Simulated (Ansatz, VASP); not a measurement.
# One calculation of Sb, two programs

```xyz
2
Lattice="3.3802 0.0000 0.0000 -1.6901 2.9273 0.0000 0.0000 0.0000 5.3477" Properties=species:S:1:pos:R:3 pbc="T T T"
Sb    0.0000    1.9516    1.3369
Sb    1.6901    0.9758    4.0108
```

Change from the starting cell: volume scaled by 1.01.

Alike in both runs: task single point; functional PBEsol; k mesh 12 × 12 × 7; occupations fermi-dirac, width 0.05 eV; no spin polarisation.

```csv
,VASP,Ansatz
version,VASP 6.6.1,Ansatz 0.2.0
potentials or method,"VASP PAW PBE potentials, release 64 (Sb), cutoff 520 eV","all-electron LAPW, scalar-relativistic"
```

|  | VASP | Ansatz | Ansatz less VASP |
| --- | --- | --- | --- |
| pressure (GPa) | -0.8 | -0.8 | +0.03 |
| largest component of the traceless stress (GPa) | 0.82 | 0.82 | +0.001 |

Ansatz ran all-electron here, so the differences hold the error of VASP's frozen core and of both bases.

Caveats: the PAW data sets were made with another functional, which shifts forces and pressure a little (VASP). Spin-orbit coupling is left out, which matters for the levels of Sb.
